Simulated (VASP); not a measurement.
VASP inputs for BaZrO3 (strained cubic perovskite)

INCAR

```
NELM = 120
ENCUT = 520
ISMEAR = -1
LWAVE = .FALSE.
GGA = PE
EDIFF = 1E-7
SIGMA = 0.02
LASPH = .TRUE.
NBANDS = 28
ISIF = 2
PREC = Accurate
IBRION = -1
LCHARG = .FALSE.
LREAL = .FALSE.
NSW = 0
```

KPOINTS

```
KPOINTS created by Atomic Simulation Environment
0
Gamma
6 6 6
0 0 0
```

KPOINTS_OPT

```
special points
4
Reciprocal
0.0000000000 0.0000000000 0.0000000000 1
0.0000000000 0.5000000000 0.0000000000 1
0.5000000000 0.5000000000 0.0000000000 1
0.5000000000 0.5000000000 0.5000000000 1
```

POSCAR

```
Ba Zr O
 1.0000000000000000
     4.2053549142000000    0.0000000000000000    0.0000000000000000
     0.0000000000000000    4.2053549142000000    0.0000000000000000
     0.0000000000000000    0.0000000000000000    4.2474084633000002
 Ba  Zr  O
   1   1   3
Cartesian
  0.0000000000000000  0.0000000000000000  0.0000000000000000
  2.1026774571000004  2.1026774571000004  2.1237042316500006
  2.1026774571000004  2.1026774571000004  0.0000000000000000
  2.1026774571000004  0.0000000000000000  2.1237042316500006
  0.0000000000000000  2.1026774571000004  2.1237042316500006
```

VASP ran with the recommended PBE PAW datasets (40 valence electrons in the cell).

Question: Estimate the main results of this run.

Answer: gap between bands v and c 3.12 eV; least direct gap 3.37 eV; pressure 1.8 GPa.

Band v is the last that the valence electrons fill when counted band by band, and c is the next. Levels in eV from the top of v:

```csv
point,v−1,v,c,c+1
Γ,-0.25,-0.25,3.12,3.12
X,-0.50,-0.49,3.56,5.60
M,-0.87,-0.07,5.57,5.57
R,-0.01,0.00,5.87,5.87
```
